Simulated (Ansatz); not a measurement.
The system is MnO.

```
Mn O
1.0
     2.22200    2.22200    4.44400
     2.22200   -2.22200    0.00000
     2.22200    2.22200    0.00000
Mn O
2 2
Direct
  0.00000 0.00000 0.00000
  0.50000 0.50000 0.00000
  0.50000 0.00000 0.50000
  0.00000 0.50000 0.50000
```

The cell isn't the ideal one: another cell of the same crystal, with 4 atoms.

Below is the output of Ansatz 0.2.0 for this cell. Logs are shortened: lines on timing, memory, paths and dates and some standing lists are left out, and cuts for length are marked.

```text
Warning: RAYON_NUM_THREADS=2 ignored (pool sized by the plan → 2); use --threads N
Mn: projections on atomic orbitals take those of the free atom [Ne] 3s2 3p6 3d5 4s2, of charge +0.00 (hamiltonian.pseudopotentials.projection_atoms); the dataset's partial waves leave at most 9.0e-7 of an orbital's norm unspanned inside its sphere
O: projections on atomic orbitals take those of the free atom [He] 2s2 2p4, of charge +0.00 (hamiltonian.pseudopotentials.projection_atoms); the dataset's partial waves leave at most 1.9e-8 of an orbital's norm unspanned inside its sphere
Engine: ansatz 0.2.0, aarch64-unknown-linux-gnu
Pseudopotentials: kind: paw
Pseudopotential: Mn, paw, valence charge 15, recommended cutoff 500 eV (meta_gga), Mn.paw.azcp
Pseudopotential: O, paw, valence charge 6, recommended cutoff 500 eV (meta_gga), O.paw.azcp
Functional definition: r2SCAN
  parameter k0 = 0.174
  parameter k1 = 0.065
  parameter a1 = 4.9479
  exchange = r2scan_x(k0 = k0, k1 = k1, a1 = a1)
  correlation = r2scan_c
Crystal: 4 atoms, lattice volume = 43.883 Å³
Basis set: ecut = 500 eV, 1093 PW (Γ), exchange–correlation on 160×96×96 points (64 copies of the dense FFT grid, shifted against one another)
Bands: 30, of which v1, the nominal top of the filled ones, is band 21 counted from 1 (20 counted from 0)
Symmetry: 16 space group operations
Space group: P4/mmm (ITA 123), of the structure as read, at distance tolerance 3.5e-5 Å
Magnetic group: BNS 123.350 (UNI 1010), of the structure as read, at distance tolerance 3.5e-5 Å
k-points: 40 of 343
Non-local potential: Mn, projectors of the file, l = 0: 3, l = 1: 2, l = 2: 3, l = 3: 1
Non-local potential: O, projectors of the file, l = 0: 2, l = 1: 2, l = 2: 1
PAW form: soft (Blöchl's): semilocal exchange-correlation on the pseudo side does not see the compensation charge
PAW frozen core: Mn, regenerated for the run's functional (the file was generated under x = pbe(κ = 0.804, μ = 0.2195149727645171), c = pbe(β = 0.06672455060314922))
PAW frozen core: O, regenerated for the run's functional (the file was generated under x = pbe(κ = 0.804, μ = 0.2195149727645171), c = pbe(β = 0.06672455060314922))
PAW one-centre angular grid: Mn, 590 points (default); XC on 160 Gauss nodes
PAW one-centre angular grid: O, 302 points (default); XC on 160 Gauss nodes
[... 31 lines left out ...]
E sigma→0 (E₀):  -8945.755100 eV
Fermi energy:    12.940418 eV
--- Per-component energies (eV) ---
  E_band       = -570.879176
  E_kinetic    = 949.950894
  E_local      = -4467.185858  (includes V_loc(G=0)·N_el)
  E_nonlocal   = 611.374641
  E_hartree    = 1793.320121
  E_xc         = -361.169883
  E_vxc        = -526.240497  (∫ρ·V_xc dr)
  E_hubbard    = 1.252290  (on-site DFT+U / exact-exchange correction)
  E_vhub       = -28.639370  (the Hubbard potential's part of the band-sum identity)
  E_paw        = -2959.654811  (= ΣΔE_a)
  E_vpaw       = -731.853545  (= ΣTr[D̂ρ^β])
  E_aug_tail   = 0.001988  (compensation charges beyond the density's cutoff)
  E_vtau       = 35.073100  (kinetic-family band-sum trace: ∫τ·v_τ [+ j·A + Jᵃ·Aᵃ] dr)
  E_ewald      = -4513.014514
  E_core_change = -0.629968  (= ΣΔE_core)
  E_smearing   = -0.000000  (= −TS)
  E_closure    = 0.000000  (closes the sum)
  Σ components = -8945.755100   (vs F -8945.755100, Δ=0.00e0)
--- Forces (eV/Å), atoms counted from 1 ---
  atom   1  Mn    -0.00000000     0.00000000     0.00000000
  atom   2  Mn     0.00000000     0.00000000     0.00000000
  atom   3  O      0.00000000     0.00000000     0.00000000
  atom   4  O      0.00000000     0.00000000    -0.00000000
  max |Σ_I F_I| component: 9.43e-29 eV/Å
--- Stress (GPa, compression-positive) ---
        6.667696       0.000000      -0.000000
        0.000000       6.667696       0.000000
        0.000000       0.000000       6.277196
  P = ⅓ Tr σ = 6.5375 GPa (65.375 kbar)
--- Band table (eV; the first three rows and the last of 80) ---
  k-point 0 ↑: bands = ["-72.2870", "-65.6879", "-39.7885", "-39.7699", "-39.7699", "-33.2275", "-33.2000", "-33.2000", "-7.5487", "-6.6834", "5.8546", "6.6107", "6.8391", "6.8391", "7.0118", "7.3714", "8.8472", "8.8472", "9.9292", "9.9319", "9.9319", "13.8491", "16.7791", "18.5217", "18.5740", "18.6543", "18.6543", "20.2813", "22.5345", "25.2161"]
  k-point 1 ↑: bands = ["-72.2866", "-65.6875", "-39.7880", "-39.7759", "-39.7692", "-33.2275", "-33.2083", "-33.1991", "-7.3805", "-6.6622", "5.7730", "5.9842", "6.4774", "6.6782", "6.7881", "7.6692", "8.7695", "9.0745", "9.2354", "10.2317", "10.2629", "15.0559", "17.1328", "18.6014", "18.7134", "18.7600", "18.8572", "20.5965", "22.7802", "24.3536"]
  k-point 2 ↑: bands = ["-72.2854", "-65.6868", "-39.7893", "-39.7871", "-39.7677", "-33.2272", "-33.2266", "-33.1968", "-6.9793", "-6.6078", "5.2367", "5.3003", "5.7380", "5.9378", "6.6752", "7.7401", "8.4462", "8.9309", "9.4400", "11.1467", "11.1583", "16.8352", "17.9011", "18.6134", "18.8728", "19.1929", "19.5257", "20.3545", "22.5786", "24.3119"]
  k-point 39 ↓: bands = ["-72.2824", "-65.6840", "-39.7955", "-39.7954", "-39.7837", "-33.2348", "-33.2344", "-33.2215", "-6.8417", "-6.5303", "6.2122", "6.2334", "6.3391", "6.4449", "7.4359", "7.5407", "7.7371", "8.7948", "8.9698", "8.9731", "9.1607", "17.6868", "17.7423", "18.3661", "18.8639", "19.5148", "19.5577", "21.2552", "22.5324", "22.8559"]
Occupation matrices written to <dir>
```

Question: Write the input and the command behind it.

Answer: Single point with r2SCAN+U, collinear spin, antiferromagnetic start. The files as run (others can give the same):

input.yaml
```yaml
crystal:
  lattice:
    - [2.22200033, 2.22200033, 4.44400066]
    - [2.22200033, -2.22200033, 0.0]
    - [2.22200033, 2.22200033, 0.0]
  atoms:
    - { symbol: Mn, position: [0.0, 0.0, 0.0], spin: 4.0 }
    - { symbol: Mn, position: [0.5, 0.5, 0.0], spin: -4.0 }
    - { symbol: O, position: [0.5, 0.0, 0.5] }
    - { symbol: O, position: [0.0, 0.5, 0.5] }
hamiltonian:
  xc: r2scan
  pseudopotentials: { kind: paw }
  hubbard: { sites: [{ species: Mn, l: d, u_eff: 6.0 }] }
magnetization:
  spin_polarized: true
kpoints:
  mp_grid: { grid: [7, 7, 7] }
scf:
  occupations: { method: gaussian, width: 0.05 }
output:
  forces: true
  stress: true
  eigenvalues: true
  write_density: true
  write_potential: true
  elf: true
  volumetric_format: npy
```

Potentials or basis: Ansatz PAW.
Command:
```bash
$ ansatz run input.yaml --threads 2 --pin off --max-ram 5632MiB --backend cpu --events-out ev --progress --plain --runs-dir out
```

Caveat: the magnetic or orbital state may not be the lowest; odd divisions of the mesh miss points on the zone boundary, where band edges often lie, so the gap on the mesh can be too wide; the PAW data sets come from PBE, with cores solved anew for the run's functional, which leaves a small shift of forces and pressure.
